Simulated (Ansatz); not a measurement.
# Al2Au (Fm-3m) in Ansatz: equation of state

How stiff is Al2Au in PBEsol, and what volume does it want? The cell is scaled to several volumes.

Program: Ansatz 0.2.0. These are calculated values, not measurements. Logs are shortened: lines on timing, memory, paths and dates and some standing lists are left out, and cuts for length are marked.

### 1 Starting point

The structure is cubic, space group Fm-3m (No. 225). The conventional cell has a = 6.000 Å, b = 6.000 Å, c = 6.000 Å, α = 90.00°, β = 90.00°, γ = 90.00°. Au (site symmetry m-3m) has 8 Al at 2.60 Å as nearest neighbours. Al (site symmetry -43m) has 4 Au at 2.60 Å as nearest neighbours.

### 2 Single point, PBEsol, 16.92 Å³/atom (volume scaled by 0.94)

Contents of input.yaml:

```yaml
crystal:
  lattice:
    - [0.0, 2.9387583261, 2.9387583261]
    - [2.9387583261, 0.0, 2.9387583261]
    - [2.9387583261, 2.9387583261, 0.0]
  atoms:
    - { symbol: Au, position: [0.0, 0.0, 0.0] }
    - { symbol: Al, position: [0.75, 0.75, 0.75] }
    - { symbol: Al, position: [0.25, 0.25, 0.25] }
hamiltonian:
  xc: pbesol
  pseudopotentials: { kind: paw }
kpoints:
  mp_grid: { grid: [8, 8, 8] }
scf:
  occupations: { method: fermi_dirac, width: 0.05 }
output:
  forces: true
  stress: true
  eigenvalues: true
```

Potentials or basis: Ansatz PAW.

Started as:

```sh
$ ansatz run input.yaml --threads 2 --pin off --max-ram 5632MiB --backend cpu --events-out ev --progress --plain --runs-dir out
```

The log of the run:

```text
Warning: RAYON_NUM_THREADS=2 ignored (pool sized by the plan → 2); use --threads N
Engine: ansatz 0.2.0, x86_64-unknown-linux-gnu
Pseudopotentials: kind: paw
Pseudopotential: Au, paw, valence charge 19, recommended cutoff 420 eV (normal), Au.paw.azcp
Pseudopotential: Al, paw, valence charge 3, recommended cutoff 420 eV (normal), Al.paw.azcp
Functional definition: PBEsol
  exchange = pbesol_x
  correlation = pbesol_c
Crystal: 3 atoms, lattice volume = 50.760 Å³
Basis set: ecut = 420 eV, 965 PW (Γ), exchange–correlation on 60×60×60 points (8 copies of the dense FFT grid, shifted against one another)
Bands: 17, of which v1, the nominal top of the filled ones, is band 13 counted from 1 (12 counted from 0)
Symmetry: 48 space group operations
Space group: Fm-3m (ITA 225), of the structure as read, at distance tolerance 3.7e-5 Å
k-points: 29 of 512
Non-local potential: Au, projectors of the file, l = 0: 3, l = 1: 2, l = 2: 2, l = 3: 1
Non-local potential: Al, projectors of the file, l = 0: 2, l = 1: 2, l = 2: 1
PAW form: soft (Blöchl's): semilocal exchange-correlation on the pseudo side does not see the compensation charge
PAW frozen core: Au, regenerated for the run's functional, and the local potential with it (the file was generated under x = pbe(κ = 0.804, μ = 0.2195149727645171), c = pbe(β = 0.06672455060314922))
PAW frozen core: Al, regenerated for the run's functional, and the local potential with it (the file was generated under x = pbe(κ = 0.804, μ = 0.2195149727645171), c = pbe(β = 0.06672455060314922))
PAW one-centre angular grid: Au, 590 points (default); XC on 64 Gauss nodes
PAW one-centre angular grid: Al, 110 points (default); XC on 64 Gauss nodes
Initial density: superposition of atomic densities (neutral atoms: chi_scale 0, normalization atom), corrected by the library's trained network
Initial wavefunctions: pseudopotential atomic-orbital guess
Functional: x = pbesol(κ = 0.804, μ = 0.12345679012345678), c = pbesol(β = 0.046)
SCF iter   1: F=—  HF=-14057.479582 eV  |F-HF|=—  |Δ(HF+E_count)|=         —  Δρ=2.30e-3  dr2=2.54e-3  ethr=1.77e-3  ⟨swp⟩=5.8  Hψ=2575  notcnv=0
preconditioner: auto → none  [insulator: Δε(μ)=0.167 eV  Ē_g=9.889 eV  σ=0.050 eV  W_gap=0.61  n_scr=14 (ndim 8)  ℏωp=21.5 eV  f_vac=0.003  D(μ)=0.75/eV (n_scr^D=0)  ε∞_Penn≈5.7]
SCF iter   2: F=—  HF=-14057.479809 eV  |F-HF|=—  |Δ(HF+E_count)|=   2.27e-4  Δρ=1.32e-3  dr2=7.42e-4  ethr=1.01e-5  ⟨swp⟩=2.1  Hψ=963  notcnv=0
SCF iter   3: F=—  HF=-14057.479832 eV  |F-HF|=—  |Δ(HF+E_count)|=   2.35e-5  Δρ=7.59e-4  dr2=3.17e-4  ethr=2.97e-6  ⟨swp⟩=2.3  Hψ=758  notcnv=0
SCF iter   4: F=—  HF=-14057.479800 eV  |F-HF|=—  |Δ(HF+E_count)|=   3.26e-5  Δρ=6.00e-5  dr2=1.61e-6  ethr=1.27e-6  ⟨swp⟩=2.2  Hψ=691  notcnv=0
SCF iter   5: F=—  HF=-14057.479777 eV  |F-HF|=—  |Δ(HF+E_count)|=   2.30e-5  Δρ=9.82e-6  dr2=3.23e-8  ethr=6.44e-9  ⟨swp⟩=2.1  Hψ=721  notcnv=0
SCF iter   6: F=-14057.479777 eV  HF=-14057.479777 eV  |F-HF|=1.20e-9  |Δ(HF+E_count)|=   3.36e-8  Δρ=2.06e-6  dr2=1.22e-9  ethr=1.29e-10  ⟨swp⟩=2.7  Hψ=1773  notcnv=0
SCF 1 converged in 6 iterations: F = -14057.479777 eV  dr2 = 1.22e-9
SCF converged after 6 iterations
Free energy (F): -14057.479777 eV
Harris-Foulkes:  -14057.479777 eV  (|F-HF|=1.20e-9)
Internal energy: -14057.473670 eV  (E = F + TS)
E sigma→0 (E₀):  -14057.476723 eV
Entropy (-TS):   -0.006107 eV (-2.036 meV/atom)
Fermi energy:    12.138934 eV
--- Per-component energies (eV) ---
  E_band       = -359.713762
  E_kinetic    = 654.076176
  E_local      = -2890.663218  (includes V_loc(G=0)·N_el)
  E_nonlocal   = 91.948355
  E_hartree    = 1244.835560
  E_xc         = -309.037782
  E_vxc        = -337.853006  (∫ρ·V_xc dr)
  E_paw        = -10472.380300  (= ΣΔE_a)
  E_vpaw       = -366.895315  (= ΣTr[D̂ρ^β])
  E_aug_tail   = 0.001334  (compensation charges beyond the density's cutoff)
  E_ewald      = -2376.601551
  E_core_change = 0.347757  (= ΣΔE_core)
  E_smearing   = -0.006107  (= −TS)
  E_closure    = -0.000000  (closes the sum)
  Σ components = -14057.479777   (vs F -14057.479777, Δ=0.00e0)
--- Forces (eV/Å), atoms counted from 1 ---
  atom   1  Au    -0.00000000     0.00000000    -0.00000000
  atom   2  Al     0.00000000     0.00000000    -0.00000000
  atom   3  Al     0.00000000    -0.00000000     0.00000000
  max |Σ_I F_I| component: 9.25e-18 eV/Å
--- Stress (GPa, compression-positive) ---
        8.297332       0.000000       0.000000
        0.000000       8.297332       0.000000
       -0.000000       0.000000       8.297332
  P = ⅓ Tr σ = 8.2973 GPa (82.973 kbar)
--- Band table (eV; the first three rows and the last of 29) ---
  k-point 0: bands = ["-95.3483", "-46.7023", "-46.7023", "-46.7023", "1.0874", "5.1535", "5.1535", "5.1535", "6.1805", "6.1805", "14.8230", "15.0499", "15.0499", "15.0499", "16.3265", "16.3265", "16.3265"]
  k-point 1: bands = ["-95.3483", "-46.7025", "-46.7023", "-46.7023", "1.3020", "5.0894", "5.2078", "5.2078", "6.1695", "6.1695", "12.7132", "14.4154", "14.4154", "14.9953", "17.0104", "17.0104", "17.5620"]
  k-point 2: bands = ["-95.3483", "-46.7030", "-46.7024", "-46.7024", "1.9135", "4.9690", "5.3214", "5.3214", "6.1787", "6.1787", "10.0203", "13.4823", "13.4823", "15.2712", "16.6575", "16.6575", "16.9020"]
  k-point 28: bands = ["-95.3482", "-46.7033", "-46.7033", "-46.7028", "4.7377", "4.7377", "5.4085", "5.5488", "6.0399", "6.6747", "7.9501", "7.9501", "9.8099", "16.4974", "16.4974", "17.4189", "17.5034"]
```

Run time: 1.2 s. Hardware: 2 threads of AMD EPYC 7R43 (Zen 3), shared host; peak memory 0.37 GiB.

What came out:

```
Free energy            : -14057.4798 eV
Pressure               : 8.3 GPa
Band gap on the k mesh : none (metal or under the smearing width)
```

Caveat: the PAW data sets come from PBE, with cores solved anew for the run's functional, which leaves a small shift of forces and pressure.

### 3 Single point, PBEsol, 17.28 Å³/atom (volume scaled by 0.96)

Changes to input.yaml since step 2:

```diff
@@ -2,5 +2,5 @@
   lattice:
-    - [0.0, 2.9387583261, 2.9387583261]
-    - [2.9387583261, 0.0, 2.9387583261]
-    - [2.9387583261, 2.9387583261, 0.0]
+    - [0.0, 2.9594544892, 2.9594544892]
+    - [2.9594544892, 0.0, 2.9594544892]
+    - [2.9594544892, 2.9594544892, 0.0]
   atoms:
```

Potentials or basis: Ansatz PAW.

Started as:

```sh
$ ansatz run input.yaml --threads 2 --pin off --max-ram 5632MiB --backend cpu --events-out ev --progress --plain --runs-dir out
```

Run time: 1.2 s. Hardware: 2 threads of AMD EPYC 7R43 (Zen 3), shared host; peak memory 0.37 GiB.

The run converged. Its results:

```yaml
Free_energy: -14057.5251 eV
Pressure: 5.2 GPa
Band_gap_on_the_k_mesh: none (metal or under the smearing width)
```

Caveat: the PAW data sets come from PBE, with cores solved anew for the run's functional, which leaves a small shift of forces and pressure.

### 4 Single point, PBEsol, 17.64 Å³/atom (volume scaled by 0.98)

Changes to input.yaml since step 3:

```diff
@@ -2,5 +2,5 @@
   lattice:
-    - [0.0, 2.9594544892, 2.9594544892]
-    - [2.9594544892, 0.0, 2.9594544892]
-    - [2.9594544892, 2.9594544892, 0.0]
+    - [0.0, 2.9798651651, 2.9798651651]
+    - [2.9798651651, 0.0, 2.9798651651]
+    - [2.9798651651, 2.9798651651, 0.0]
   atoms:
@@ -20 +20,5 @@
   eigenvalues: true
+  write_density: true
+  write_potential: true
+  elf: true
+  volumetric_format: npy
```

Started as:

```sh
$ ansatz run input.yaml --threads 2 --pin off --max-ram 5632MiB --backend cpu --events-out ev --progress --plain --runs-dir out
```

Run time: 1.4 s. Hardware: 2 threads of AMD EPYC 7R43 (Zen 3), shared host; peak memory 0.38 GiB.

It converged, with:

* Free energy: -14057.5510 eV
* Pressure: 2.5 GPa
* Band gap on the k mesh: none (metal or under the smearing width)

Caveat: the PAW data sets come from PBE, with cores solved anew for the run's functional, which leaves a small shift of forces and pressure.

### 5 Single point, PBEsol, 18.00 Å³/atom

Changes to input.yaml since step 4:

```diff
@@ -2,5 +2,5 @@
   lattice:
-    - [0.0, 2.9798651651, 2.9798651651]
-    - [2.9798651651, 0.0, 2.9798651651]
-    - [2.9798651651, 2.9798651651, 0.0]
+    - [0.0, 3.0, 3.0]
+    - [3.0, 0.0, 3.0]
+    - [3.0, 3.0, 0.0]
   atoms:
```

Started as:

```sh
$ ansatz run input.yaml --threads 2 --pin off --max-ram 5632MiB --backend cpu --events-out ev --progress --plain --runs-dir out
```

It took 1.5 s on 2 threads of AMD EPYC 7R43 (Zen 3), shared host; peak memory 0.36 GiB.

It converged, with:

```yaml
Free_energy: -14057.5594 eV
Pressure: 0.1 GPa
Band_gap_on_the_k_mesh: none (metal or under the smearing width)
```

Caveat: the PAW data sets come from PBE, with cores solved anew for the run's functional, which leaves a small shift of forces and pressure.

### 6 Single point, PBEsol, 18.36 Å³/atom (volume scaled by 1.02)

Changes to input.yaml since step 5:

```diff
@@ -2,5 +2,5 @@
   lattice:
-    - [0.0, 3.0, 3.0]
-    - [3.0, 0.0, 3.0]
-    - [3.0, 3.0, 0.0]
+    - [0.0, 3.0198681287, 3.0198681287]
+    - [3.0198681287, 0.0, 3.0198681287]
+    - [3.0198681287, 3.0198681287, 0.0]
   atoms:
```

Potentials or basis: Ansatz PAW.

Started as:

```sh
$ ansatz run input.yaml --threads 2 --pin off --max-ram 5632MiB --backend cpu --events-out ev --progress --plain --runs-dir out
```

Run time: 2 s. Hardware: 2 threads of AMD EPYC 7R43 (Zen 3), shared host; peak memory 0.37 GiB.

Results (log left out):

| Quantity | Value |
| --- | --- |
| Free energy | -14057.5523 eV |
| Pressure | -2.1 GPa |
| Band gap on the k mesh | none (metal or under the smearing width) |

Caveat: the PAW data sets come from PBE, with cores solved anew for the run's functional, which leaves a small shift of forces and pressure.

### 7 Single point, PBEsol, 18.72 Å³/atom (volume scaled by 1.04)

Changes to input.yaml since step 6:

```diff
@@ -2,5 +2,5 @@
   lattice:
-    - [0.0, 3.0198681287, 3.0198681287]
-    - [3.0198681287, 0.0, 3.0198681287]
-    - [3.0198681287, 3.0198681287, 0.0]
+    - [0.0, 3.0394782115, 3.0394782115]
+    - [3.0394782115, 0.0, 3.0394782115]
+    - [3.0394782115, 3.0394782115, 0.0]
   atoms:
@@ -20,5 +20 @@
   eigenvalues: true
-  write_density: true
-  write_potential: true
-  elf: true
-  volumetric_format: npy
```

Started as:

```sh
$ ansatz run input.yaml --threads 2 --pin off --max-ram 5632MiB --backend cpu --events-out ev --progress --plain --runs-dir out
```

Run time: 1.4 s. Hardware: 2 threads of AMD EPYC 7R43 (Zen 3), shared host; peak memory 0.37 GiB.

It converged, with:

```yaml
Free_energy: -14057.5316 eV
Pressure: -4.0 GPa
Band_gap_on_the_k_mesh: none (metal or under the smearing width)
```

Caveat: the PAW data sets come from PBE, with cores solved anew for the run's functional, which leaves a small shift of forces and pressure.

### 8 Single point, PBEsol, 19.08 Å³/atom (volume scaled by 1.06)

Changes to input.yaml since step 7:

```diff
@@ -2,5 +2,5 @@
   lattice:
-    - [0.0, 3.0394782115, 3.0394782115]
-    - [3.0394782115, 0.0, 3.0394782115]
-    - [3.0394782115, 3.0394782115, 0.0]
+    - [0.0, 3.0588384673, 3.0588384673]
+    - [3.0588384673, 0.0, 3.0588384673]
+    - [3.0588384673, 3.0588384673, 0.0]
   atoms:
```

Started as:

```sh
$ ansatz run input.yaml --threads 2 --pin off --max-ram 5632MiB --backend cpu --events-out ev --progress --plain --runs-dir out
```

Run time: 1.3 s. Hardware: 2 threads of AMD EPYC 7R43 (Zen 3), shared host; peak memory 0.37 GiB.

Results (log left out):

```
Free energy            : -14057.4986 eV
Pressure               : -5.7 GPa
Band gap on the k mesh : none (metal or under the smearing width)
```

Caveat: the PAW data sets come from PBE, with cores solved anew for the run's functional, which leaves a small shift of forces and pressure.

### 9 Equation of state, PBEsol

Potentials or basis: Ansatz PAW.

No new run: the results of the series are fitted here.

What came out:

| Item | Value |
| --- | --- |
| Equilibrium volume | 18.01 Å³/atom |
| Bulk modulus | 114 GPa |
| Pressure derivative of the bulk modulus | 4.9 |

Energy against volume, from the lowest point:
| volume (Å³/atom) | energy (meV/atom) |
| --- | --- |
| 16.920 | 26.53 |
| 17.280 | 11.41 |
| 17.640 | 2.80 |
| 18.000 | 0.00 |
| 18.360 | 2.34 |
| 18.720 | 9.27 |
| 19.080 | 20.27 |

Spin-orbit coupling is left out, which matters for the levels of Au.
